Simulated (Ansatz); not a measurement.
**Varying the input for BN**

All trials start from this Ansatz input:

```yaml
crystal:
  lattice:
    - [2.5539396017, 0.0, 0.0]
    - [-1.2769698009, 2.2117765748, 0.0]
    - [0.0, 0.0, 4.226855]
  atoms:
    - { symbol: B, position: [0.66666667, 0.33333333, 0.999724] }
    - { symbol: B, position: [0.33333333, 0.66666667, 0.499724] }
    - { symbol: "N", position: [0.66666667, 0.33333333, 0.625276] }
    - { symbol: "N", position: [0.33333333, 0.66666667, 0.125276] }
basis:
  ecutwfc: 420
kpoints:
  mp_grid: { grid: [6, 6, 4] }
hamiltonian:
  xc: pbe
scf:
  occupations: { method: gaussian, width: 0.1 }
output:
  forces: true
  stress: true
  eigenvalues: true
```

Command:

```bash
ansatz run input.yaml --threads 1 --pin off --max-ram 1331MiB --backend cpu --events-out ev --progress --plain --runs-dir out
```

The run converges in 6 SCF iterations on 21 irreducible k-points: pressure -0.03 GPa, largest force 0.021 eV/Å, gap on the sampled k-points 5.21 eV.

The inputs are trials, many of them unsound on purpose. Their numbers show the effect of the settings and aren't properties of the material. Each trial's input is given as a difference from the reference's; energies are extrapolated to zero smearing where there is one, and pressure is positive in compression.

Trial 1:

```diff
 crystal:
   atoms:
-    - { symbol: "N", position: [0.33333333, 0.66666667, 0.125276] }
+    - { symbol: "N", position: [0.3333333333, 0.6666666667, 0.125276], spin: 3.0 }
 basis:
-  ecutwfc: 420
+  ecutwfc: "47 Ry"
 kpoints:
-  mp_grid: { grid: [6, 6, 4] }
+  mp_grid: { kspacing: 0.48 }
 hamiltonian:
-  xc: pbe
+  xc: pbesol
+  dispersion: d3bj
 scf:
+  lower_state_search: "off"
+  convergence: { dr2_threshold: "1e-6 eV" }
 output:
+  populations: true
+magnetization:
+  spin_polarized: true
```

The run converges in 17 SCF iterations on 24 irreducible k-points: pressure -9.77 GPa, largest force 0.018 eV/Å, gap on the sampled k-points 4.98 eV, cell moment 0.00 μB. It warns that the SCF threshold is loose for the forces; that the starting moments were lost; that the SCF threshold is loose for the stress.

Trial 2:

```diff
 scf:
-  occupations: { method: gaussian, width: 0.1 }
+  occupations: { method: fermi_dirac, width: "1000 K" }
```

The run converges in 6 SCF iterations on 21 irreducible k-points: the reference's energy to 0.01 meV per atom, pressure -0.03 GPa, largest force 0.021 eV/Å, gap on the sampled k-points 5.21 eV.

Trial 3:

```diff
 hamiltonian:
-  xc: pbe
+  xc: revpbe
 scf:
-  occupations: { method: gaussian, width: 0.1 }
+  occupations: { method: fixed }
```

The run converges in 6 SCF iterations on 21 irreducible k-points: pressure 4.39 GPa, largest force 0.018 eV/Å, gap on the sampled k-points 5.27 eV. Forces of revPBE on these PAW sets can be off by 10 %.

Trial 4:

```diff
 basis:
-  ecutwfc: 420
+  ecutwfc: "24 Ha"
 scf:
+  eigensolver: { real_solve: false }
+  max_iter: 78
```

The run converges in 6 SCF iterations on 21 irreducible k-points: energy 3.62 meV per atom below the reference, pressure -0.03 GPa, largest force 0.021 eV/Å, gap on the sampled k-points 5.21 eV.

Trial 5:

```diff
 basis:
-  ecutwfc: 420
+  ecutwfc: 150
 kpoints:
+  band_path: { path: [[0, 0, 0], [0.5, 0, 0], [0.5, 0.5, 0.5]], npoints: 8 }
 hamiltonian:
-  xc: pbe
+  xc: pbesol
 scf:
-  occupations: { method: gaussian, width: 0.1 }
+  occupations: { method: tetrahedron }
```

The run converges in 7 SCF iterations on 21 irreducible k-points: pressure 21.41 GPa (unreliable at so low a cutoff), largest force 0.155 eV/Å (unreliable too), gap on the sampled k-points 4.86 eV. It warns that the printed bands weren't solved further after the SCF; that the cutoff lies under the recommended one, 420 eV for these potentials; that forces and stress under tetrahedra may miss the energy's slope.

Trial 6 (origin moved):

```diff
 crystal:
   atoms:
-    - { symbol: B, position: [0.66666667, 0.33333333, 0.999724] }
-    - { symbol: B, position: [0.33333333, 0.66666667, 0.499724] }
-    - { symbol: "N", position: [0.66666667, 0.33333333, 0.625276] }
-    - { symbol: "N", position: [0.33333333, 0.66666667, 0.125276] }
+    - { symbol: B, position: [1.6176666667, 1.0063333333, 1.977724] }
+    - { symbol: B, position: [1.2843333333, 1.3396666667, 1.477724] }
+    - { symbol: "N", position: [1.6176666667, 1.0063333333, 1.603276] }
+    - { symbol: "N", position: [1.2843333333, 1.3396666667, 1.103276] }
 basis:
-  ecutwfc: 420
+  ecutwfc: 590
+  xc_grid: 4
 hamiltonian:
-  xc: pbe
+  xc: lda
 scf:
-  occupations: { method: gaussian, width: 0.1 }
+  occupations: { method: fermi_dirac }
```

The run converges in 6 SCF iterations on 21 irreducible k-points: pressure -13.72 GPa, largest force 0.028 eV/Å, gap on the sampled k-points 4.99 eV.

Trial 7 (strained):

```diff
 crystal:
   lattice:
-    - [2.5539396017, 0.0, 0.0]
-    - [-1.2769698009, 2.2117765748, 0.0]
-    - [0.0, 0.0, 4.226855]
+    - [2.5319007168, -0.0019442481, 0.0449363676]
+    - [-1.2676341267, 2.2120149394, -0.0060386014]
+    - [0.0743711833, 0.0313980459, 4.1878553351]
 kpoints:
-  mp_grid: { grid: [6, 6, 4] }
+  mp_grid: { grid: [3, 3, 1] }
+  band_path: { path: [VBM, CBM], npoints: 5 }
 scf:
+  algorithm: direct_min
+  max_iter: 30
+  convergence: { dr2_threshold: "1e-6 eV" }
```

The run converges in 4 SCF iterations on 5 irreducible k-points: energy 76.9 meV per atom above the reference, pressure 11.84 GPa, largest force 1.393 eV/Å, gap on the sampled k-points 5.05 eV. It warns that the SCF threshold is loose for the forces; that the SCF threshold is loose for the stress.

Trial 8:

```diff
 basis:
-  ecutwfc: 420
+  ecutwfc: 380
 kpoints:
-  mp_grid: { grid: [6, 6, 4] }
+  mp_grid: { grid: [3, 3, 1] }
 hamiltonian:
+  hubbard: { sites: [{ species: "N", l: p, u_eff: 8.9 }] }
 scf:
+  max_iter: 30
+  convergence: { dr2_threshold: "1e-4 eV" }
```

The run converges in 6 SCF iterations on 3 irreducible k-points: pressure -3.79 GPa, largest force 1.070 eV/Å, gap on the sampled k-points 6.03 eV. It warns that the cutoff lies under the recommended one, 420 eV for these potentials; that the SCF threshold is loose for the forces; that the SCF threshold is loose for the stress. Under a U the state reached may not be the lowest.

Trial 9:

```diff
 hamiltonian:
-  xc: pbe
+  xc: lda
```

The run converges in 6 SCF iterations on 21 irreducible k-points: pressure -13.73 GPa, largest force 0.028 eV/Å, gap on the sampled k-points 4.99 eV.

Trial 10:

```diff
 basis:
-  ecutwfc: 420
+  ecutwfc: "11 Ha"
 kpoints:
-  mp_grid: { grid: [6, 6, 4] }
+  mp_grid: { kspacing: 1.3 }
 scf:
-  occupations: { method: gaussian, width: 0.1 }
+  occupations: { method: cold, width: 0.22 }
```

The run converges in 6 SCF iterations on 6 irreducible k-points: energy 236 meV per atom above the reference, pressure 0.46 GPa, largest force 0.237 eV/Å, gap on the sampled k-points 5.18 eV. It warns that the cutoff lies under the recommended one, 420 eV for these potentials.